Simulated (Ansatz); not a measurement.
**Yb: one crystal by all-electron and frozen-core methods**

Does the method matter for Yb? The same cell, functional and mesh are run with all-electron LAPW, PAW on the default files and all-electron PAW on datasets made for the crystal.

Method: DFT PBEsol, scalar-relativistic, in Ansatz 0.2.0.

## 1. The system as given

Symmetry: Fm-3m, No. 225, cubic system. Conventional cell: a = 5.449 Å, b = 5.449 Å, c = 5.449 Å, α = 90.00°, β = 90.00°, γ = 90.00°. Yb (site symmetry m-3m) has 12 Yb at 3.85 Å as nearest neighbours.

Coordinates:

```xyz
1
Lattice="0.0000 2.7246 2.7246 2.7246 0.0000 2.7246 2.7246 2.7246 0.0000" Properties=species:S:1:pos:R:3 pbc="T T T"
Yb    0.0000    0.0000    0.0000
```

The cell is one relaxed in the Materials Project, used as it stands.

## 2. All-electron LAPW

Input file input.yaml:

```yaml
crystal:
  lattice:
    - [0.0, 2.724625, 2.724625]
    - [2.724625, 0.0, 2.724625]
    - [2.724625, 2.724625, 0.0]
  atoms:
    - { symbol: Yb, position: [0.0, 0.0, 0.0] }
kpoints:
  mp_grid: { grid: [12, 12, 12] }
  band_path:
    path:
      - [0.0, 0.0, 0.0]
      - [0.5, 0.0, 0.5]
      - [0.625, 0.25, 0.625]
      - [0.375, 0.375, 0.75]
      - [0.0, 0.0, 0.0]
      - [0.5, 0.5, 0.5]
      - [0.5, 0.25, 0.75]
      - [0.5, 0.0, 0.5]
    npoints: 14
scf:
  occupations: { method: fermi_dirac, width: 0.03 }
hamiltonian:
  xc: pbesol
  pseudopotentials: { kind: all_electron, lapw: { basis_error: 0.001 } }
output:
  forces: true
  stress: true
  eigenvalues: true
  fatbands: true
  populations: true
  dos: { projected: true, de: 0.2, e_range: [-14, 8] }
```

Started as:

```sh
ansatz run input.yaml --threads 1 --pin off --max-ram 3072MiB --backend cpu --events-out ev --progress --plain --runs-dir out
```

## 3. PAW on the default files

Edit input.yaml of step 2 so:

```diff
@@ -24,3 +24,3 @@
   xc: pbesol
-  pseudopotentials: { kind: all_electron, lapw: { basis_error: 0.001 } }
+  pseudopotentials: { kind: paw }
 output:
@@ -29,4 +29,9 @@
   eigenvalues: true
-  fatbands: true
+  efg: { contact_densities: true }
   populations: true
+  bader: true
   dos: { projected: true, de: 0.2, e_range: [-14, 8] }
+  write_density: true
+  write_potential: true
+  elf: true
+  volumetric_format: npy
```

## 4. All-electron PAW on datasets made for the crystal

Edit input.yaml of step 3 so:

```diff
@@ -19,3 +19,3 @@
       - [0.5, 0.0, 0.5]
-    npoints: 14
+    npoints: 8
 scf:
@@ -24,3 +24,3 @@
   xc: pbesol
-  pseudopotentials: { kind: paw }
+  pseudopotentials: { kind: all_electron, datasets: crystal }
 output:
@@ -30,8 +30 @@
   efg: { contact_densities: true }
-  populations: true
-  bader: true
-  dos: { projected: true, de: 0.2, e_range: [-14, 8] }
-  write_density: true
-  write_potential: true
-  elf: true
-  volumetric_format: npy
```

(Steps that only read results are left out.)

What does the calculation give? Wanted: pressure; gap; highest ELF.

The runs gave:

| quantity | value |
| --- | --- |
| pressure | LAPW -3.16, PAW -3.19, crystal datasets -3.16 GPa |
| gap (LAPW) | none |
| highest ELF (PAW) | 0.53, 2.72 Å from Yb |

In words: At this geometry the cell is under tension of 3.2 GPa, so it would shrink if let go. There is no gap at this level; the crystal is a metal here. Within 0.3 eV of the Fermi level the largest projected share is Yb 4f (82 %). The projection holds only the free atom's occupied shells (Yb 6s, Yb 5d, Yb 4f in this range). In pressure, PAW differs from LAPW by -0.02 GPa. The price, with the outputs that each input asks for: 25 s for LAPW against 6.3 s for PAW, about 4 to one. No U acts on the open f shell, so these are results of the method and may differ from the real material's. Spin-orbit coupling is left out, though the cell holds Yb; in elements this heavy it can shift bands and gaps by tenths of an eV.
